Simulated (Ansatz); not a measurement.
The system is CoO.

```
Co O
1.0
     0.00000    2.34364    2.34364
     2.34364    0.00000    2.34364
     2.34364    2.34364    0.00000
Co O
1 1
Direct
  0.00000 0.00000 0.00000
  0.25000 0.25000 0.25000
```

Measurements of this composition are mostly on another form, of space group No. 225.

```yaml
Program: Ansatz 0.2.0
Task: single point
Functional: PBE
Potentials_or_basis: Ansatz PAW
Cutoff: "420 eV (not typed: the program's choice for these potentials)"
k_mesh: 10 × 10 × 10
Occupations: fermi-dirac, width 0.05 eV
Spin: collinear spin, ferromagnetic start
Starting_moments: "[2.0, 0.0] μB"
```

On this cell: pressure -12.3 GPa; largest force zero by symmetry; net moment 2.98 μB per cell; site moments Co +2.42; O +0.34 μB; band gap on the k mesh none (metal or under the smearing width).

The same run follows on a disturbed copy (atoms moved at random, drawn with an rms of 0.05 Å):

```
Co O
1.0
     0.00000    2.34364    2.34364
     2.34364    0.00000    2.34364
     2.34364    2.34364    0.00000
Co O
1 1
Direct
  0.00317 0.99960 0.00188
  0.24059 0.23975 0.27057
```

Q: What does the disturbed cell give?

A: The energy (extrapolated to zero smearing) moves by +2.8 meV/atom; pressure -12.2 GPa; largest force 0.197 eV/Å; net moment 2.98 μB per cell; site moments Co +2.39; O +0.33 μB; band gap on the k mesh none (metal or under the smearing width).

Forces on the atoms (eV/Å):
```
Co   0.082  0.069 -0.165
O   -0.082 -0.069  0.165
```

Stress tensor (GPa, compression positive):
```
-12.16   1.02  -0.41
  1.02 -12.14  -0.49
 -0.41  -0.49 -12.28
```

Caveats: a cell with one magnetic atom can't hold antiferromagnetic order, which such compounds often take; semilocal functionals often make such compounds metallic where correlation or magnetic order opens a gap, which also shifts bond lengths.
